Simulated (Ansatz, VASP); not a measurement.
## CdS: VASP beside Ansatz

```
CELL_PARAMETERS angstrom
0.00000 2.96244 2.96244
2.96244 0.00000 2.96244
2.96244 2.96244 0.00000
ATOMIC_POSITIONS crystal
Cd 0.00000 0.00000 0.00000
S 0.75000 0.75000 0.75000
```

Change from the starting cell: volume scaled by 1.02.

Alike in both runs: task single point; functional PBEsol; k mesh 7 × 7 × 7; occupations fermi-dirac, width 0.02 eV; no spin polarisation.

```csv
,VASP,Ansatz
version,VASP 6.6.1,Ansatz 0.2.0
potentials or method,"VASP PAW PBE potentials, release 64 (Cd, S), cutoff 520 eV","all-electron LAPW, scalar-relativistic"
```

|  | VASP | Ansatz | Ansatz less VASP |
| --- | --- | --- | --- |
| gap on the k mesh at the Fermi level (eV) | 0.91 | 0.91 | -0.002 |
| pressure (GPa) | -2.5 | -2.8 | -0.30 |

Ansatz ran all-electron here, so the differences hold the error of VASP's frozen core and of both bases.

Caveats: the PAW data sets were made with another functional, which shifts forces and pressure a little (VASP).
